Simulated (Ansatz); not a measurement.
Input of an Ansatz 0.2.0 run:

Contents of input.yaml:

```yaml
crystal:
  lattice:
    - [0.0, 2.9305, 2.9305]
    - [2.9305, 0.0, 2.9305]
    - [2.9305, 2.9305, 0.0]
  atoms:
    - { symbol: In, position: [0.0, 0.0, 0.0] }
    - { symbol: P, position: [0.75, 0.75, 0.75] }
kpoints:
  mp_grid: { grid: [6, 6, 6] }
scf:
  occupations: { method: fermi_dirac, width: 0.05 }
hamiltonian:
  xc: lda
  pseudopotentials: { kind: all_electron, lapw: { basis_error: 0.001 } }
output:
  forces: true
  stress: true
elastic:
  mode: clamped_ion
  stencil: two_point
```

Potentials or basis: all-electron LAPW, scalar-relativistic.

The run is started by

```console
$ ansatz run input.yaml --threads 1 --pin off --max-ram 3072MiB --backend cpu --events-out ev --progress --plain --runs-dir out
```

(1) Estimate the clamped-ion elastic constants C11, C12, C44.

(2) Predict the Voigt bulk modulus.

(3) Estimate the band gap on the k mesh.

## Answers

(1) 96, 51, 68 GPa.

(2) 66 GPa.

(3) 0.48 eV, direct.

Caveat: spin-orbit coupling is left out, which moves the levels of the heavy elements.

**Experimental background.**

A printed reference work, data compilation reports, for a bulk crystal of InP at 1.6 K: band gap 1.4236 eV (direct).

Against the measured gap of InP, 1.4236 eV (direct; 1.6 K; a printed reference work, data compilation), the calculated 0.48 eV is off by -0.95 eV. Spin-orbit coupling on In is left out. The value is that of LDA, without temperature or zero-point motion. Semilocal functionals fall short of measured gaps as a rule.
